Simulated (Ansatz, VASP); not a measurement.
Pt in VASP and in Ansatz

```xyz
1
Lattice="0.0000 1.9609 1.9609 1.9609 0.0000 1.9609 1.9609 1.9609 0.0000" Properties=species:S:1:pos:R:3 pbc="T T T"
Pt    0.0000    0.0000    0.0000
```

Alike in both runs: task relaxation of cell and atoms; functional RPBE; dispersion D3(BJ); k mesh 12 × 12 × 12; occupations fermi-dirac, width 0.05 eV; no spin polarisation.

|  | VASP | Ansatz |
| --- | --- | --- |
| version | VASP 6.6.1 | Ansatz 0.2.0 |
| potentials or method | VASP PAW PBE potentials, release 64 (Pt) | Ansatz PAW |
| plane-wave cutoff (eV) | 600 | 420 |
| valence electrons in the cell | 10 | 18 |

Ansatz gave:

- relaxed volume (Å³/atom): 13.53
- relaxed cell length with the largest relative difference (Å): 2.675
- energy change over the relaxation (meV/atom): -187

Problem. Estimate VASP's values.

Solution. Relaxed volume (Å³/atom): 13.51; relaxed cell length with the largest relative difference (Å): 2.674; energy change over the relaxation (meV/atom): -193.

The two sets of potentials don't hold the same shells in valence.

Caveats: the volume moved by -10 % from the deposited cell, more than functionals usually miss; the PAW data sets were made with another functional, which shifts forces and pressure a little (VASP); pairwise dispersion overbinds metals, which lowers pressure and volume (VASP); the plane-wave basis is chosen anew once the cell has moved, so the energies of steps on either side of that aren't comparable (Ansatz); the PAW data sets come from PBE, with cores solved anew for the run's functional, which leaves a small shift of forces and pressure (Ansatz). The runs have no spin-orbit coupling, so splittings on Pt are missing.
